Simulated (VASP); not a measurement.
A run of VASP 6.6.1:

INCAR

```
ALGO = Normal
BPARAM = 10.0
CPARAM = 0.0093
EDIFF = 1E-6
EDIFFG = -0.01
ENCUT = 600
GGA = PE
IBRION = 2
ISIF = 3
ISMEAR = -1
IVDW_NL = 2
LASPH = T
LCHARG = F
LREAL = F
LUSE_VDW = T
LWAVE = F
NELM = 80
NSW = 60
PREC = Accurate
SIGMA = 0.05
```

File KPOINTS:

```
k-points
0
Gamma
  8 8 8
```

File POSCAR:

```
Ge
1.0
    0.0000000000      2.8289100000      2.8289100000
    2.8289100000      0.0000000000      2.8289100000
    2.8289100000      2.8289100000      0.0000000000
Ge
2
Direct
    0.7500000000      0.7500000000      0.7500000000
    0.5000000000      0.5000000000      0.5000000000
```

Potentials or basis: VASP PAW PBE potentials, release 64 (Ge_d).

The run is started by

```sh
$ cat potpaw_PBE.64/Ge_d/POTCAR > POTCAR
$ mpirun -np 1 vasp_std > vasp.out
```

Hardware: 1 thread of Intel(R) Xeon(R) Platinum 8488C (Sapphire Rapids), on a shared host.

Estimate the wall time of this run.

It took 3.2 min on 1 thread of Intel(R) Xeon(R) Platinum 8488C (Sapphire Rapids), with other jobs on the host, peak memory 0.32 GiB. Counts: scf iterations 37, k points 29, ion steps 5.
